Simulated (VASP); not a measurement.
Wanted: the native input for a VASP 6.6.1 run.

- Task: relaxation of cell and atoms
- Functional: PBE
- Potentials or basis: VASP PAW PBE potentials, release 64 (Ga_d)
- Cutoff: 600 eV
- k mesh: 6 × 6 × 4
- Occupations: gaussian, width 0.05 eV
- Spin: no spin polarisation
- Dipole correction: no
- Further INCAR settings: ALGO = Fast; EDIFF = 1e-07; IBRION = 2; EDIFFG = -0.03; NSW = 80; ISIF = 3

The structure of Ga lies in POSCAR:

```
Ga
1.0
    2.2615000000     -3.8305000000      0.0000000000
    2.2615000000      3.8305000000      0.0000000000
    0.0000000000      0.0000000000      4.5240000000
Ga
4
Direct
    0.3451000000      0.6549000000      0.5810000000
    0.6549000000      0.3451000000      0.4190000000
    0.8451000000      0.1549000000      0.9190000000
    0.1549000000      0.8451000000      0.0810000000
```

The input as run:

INCAR

```
  PREC = Accurate
  ENCUT = 600
  EDIFF = 1E-7
  ISMEAR = 0
  SIGMA = 0.05
  LREAL = F
  LASPH = T
  NELM = 100
  ALGO = Fast
  ISIF = 3
  LWAVE = F
  LCHARG = F
  GGA = PE
  IBRION = 2
  NSW = 80
  EDIFFG = -0.03
```

KPOINTS

```
regular mesh
0
Gamma
  6 6 4
```

Potentials or basis: VASP PAW PBE potentials, release 64 (Ga_d).

Run with:

```bash
$ cat potpaw_PBE.64/Ga_d/POTCAR > POTCAR
$ mpirun -np 1 vasp_std > vasp.out
```

It gave:

```
Relaxed volume                         : 20.35 Å³/atom
Relaxed cell                           : a = 4.502 Å, b = 4.502 Å, c = 4.592 Å, α = 90.00°, β = 90.00°, γ = 119.00°
Space group after relaxing (to 0.05 Å) : Cmce (No. 64)
Energy gained by relaxing              : 5.3 meV/atom
Ionic steps                            : 8
Pressure after relaxing                : 0.0 GPa
Largest force after relaxing           : 0.026 eV/Å
Band gap on the k mesh                 : none (metal or under the smearing width)
```

Wall time 9.2 min on 1 thread of Intel(R) Xeon(R) Platinum 8488C (Sapphire Rapids) (shared host), peak memory 0.26 GiB.
